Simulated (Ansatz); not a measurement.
A calculation with Ansatz 0.2.0 of Sc (native input, structure typed inline):

File input.yaml:

```yaml
crystal:
  lattice:
    - [3.303994, -0.042627, 0.019899]
    - [-1.688913, 2.862561, 0.010063]
    - [0.031711, 0.036826, 5.328051]
  atoms:
    - { symbol: Sc, position: [0.6666666667, 0.3333333333, 0.75] }
    - { symbol: Sc, position: [0.3333333333, 0.6666666667, 0.25] }
hamiltonian:
  xc: mr2scan
  pseudopotentials: { kind: paw }
  dispersion: d3bj
kpoints:
  mp_grid: { grid: [7, 7, 4] }
scf:
  occupations: { method: fermi_dirac, width: 0.05 }
output:
  forces: true
  stress: true
  eigenvalues: true
  write_density: true
  write_potential: true
  elf: true
  volumetric_format: npy
```

Potentials or basis: Ansatz PAW.

Launch:

```console
$ ansatz run input.yaml --threads 2 --pin off --max-ram 5120MiB --backend cpu --events-out ev --progress --plain --runs-dir out
```

The cell isn't the ideal one: cell strained at random at fixed volume.

Question: Write the same calculation in another form: ASE script, structure from a POSCAR.

Answer: As run:

The input run.py:

```python
import json

import ase.io
import numpy as np

import ansatz as az

atoms = ase.io.read("POSCAR", format="vasp")

calculation = (
    az.Crystal.from_ase(atoms)
    .calculation()
    .kpoints(7, 7, 4)
    .functional("mr2scan", dispersion="d3bj")
    .pseudopotentials(kind="paw")
    .occupations(method="fermi_dirac", width=0.05)
    .density()
    .potential()
    .output_files(volumetric_format="npy")
    .electron_localization_function()
    .forces()
    .stress()
    .band_table(publish=True)
)
outcome = calculation.run(threads=2, events_out="events.jsonl")

report = outcome.report
for line in open("events.jsonl"):
    event = json.loads(line)
    if event["event"] == "scf_iter":
        d = event["data"]
        print(f"SCF {d['iter']:3d}  HF = {d['harris_foulkes_ev']:.6f} eV  dr2 = {d['dr2_ev']:.2e} eV")
    elif event["event"] in ("relax_step", "md_step"):
        d = event["data"]
        print(f"{event['event']} {d['step']:3d}  E = {d['lagrangian_ev']:.6f} eV")
np.set_printoptions(precision=5, suppress=True, linewidth=110)
print("converged:", report["converged"], "after", report["n_iterations"], "iterations")
print(f"free energy {report['free_energy_ev']:.6f} eV, Fermi level {report['fermi_energy_ev']:.4f} eV")
for key in ("band_edges_ev", "magnetization_mub", "site_moments_mub", "site_moments_nc_mub", "forces_ev_ang",
                "stress_gpa"):
    if report.get(key) is not None:
        print(key, np.array(report[key]), sep="\n")
```

Contents of POSCAR:

```
Sc
1.0
    3.3039940000     -0.0426270000      0.0198990000
   -1.6889130000      2.8625610000      0.0100630000
    0.0317110000      0.0368260000      5.3280510000
Sc
2
Direct
    0.6666666667      0.3333333333      0.7500000000
    0.3333333333      0.6666666667      0.2500000000
```

Potentials or basis: Ansatz PAW.

Run with:

```bash
$ python run.py
```

Both were run:

|  | native input, structure typed inline | ASE script, structure from a POSCAR |
| --- | --- | --- |
| Pressure | -1.3 GPa | -1.3 GPa |
| Largest force | 0.051 eV/Å | 0.051 eV/Å |
| Band gap on the k mesh | none (metal or under the smearing width) | none (metal or under the smearing width) |

Keys that steer only the numerical path or the files written may differ.

Caveat: the PAW data sets were made with another functional, which shifts forces and pressure a little; pairwise dispersion overbinds metals, which lowers pressure and volume; the dispersion damping was fitted for another functional or another form of the correction.
